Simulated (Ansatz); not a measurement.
## Strain response of Ag

Method: DFT PBEsol, scalar-relativistic, plane waves, PAW in Ansatz. Settings: 420 eV cutoff, 24×24×12 k-mesh, Gaussian smearing of 0.10 eV, no spin polarisation.

Starting point, cell and atoms relaxed:

```
Ag
1.0
     2.86699    0.00000    0.00000
    -1.43350    2.48289    0.00000
     0.00000    0.00000    4.69083
Ag
2
Direct
  0.33333 0.66667 0.25000
  0.66667 0.33333 0.75000
```

Deformation: biaxial strain in the a-b plane, with the length and tilt of c and the atoms relaxed, all within the symmetry that the strain leaves. Energies are extrapolated to zero smearing. Stress is positive in compression, on the Cartesian axes of the cell above. On this cell's mesh the reference holds a stress of up to 0.23 GPa.

| strain (%) | ΔE (meV/atom) | a (Å) | b (Å) | c (Å) | σxx (GPa) | σyy (GPa) | σzz (GPa) |
| --- | --- | --- | --- | --- | --- | --- | --- |
| -3.0 | 21.4 | 2.781 | 2.781 | 4.813 | 7.65 | 7.65 | 0.00 |
| -2.0 | 8.5 | 2.810 | 2.810 | 4.772 | 4.66 | 4.66 | -0.01 |
| -1.0 | 1.6 | 2.838 | 2.838 | 4.733 | 1.98 | 1.98 | -0.01 |
| +0.0 | 0.0 | 2.867 | 2.867 | 4.691 | -0.23 | -0.23 | 0.19 |
| +1.0 | 2.6 | 2.896 | 2.896 | 4.659 | -2.26 | -2.26 | 0.00 |
| +2.0 | 9.2 | 2.924 | 2.924 | 4.623 | -4.01 | -4.01 | 0.00 |
| +3.0 | 19.2 | 2.953 | 2.953 | 4.583 | -5.26 | -5.26 | 0.00 |

This form isn't the element's structure at ambient conditions.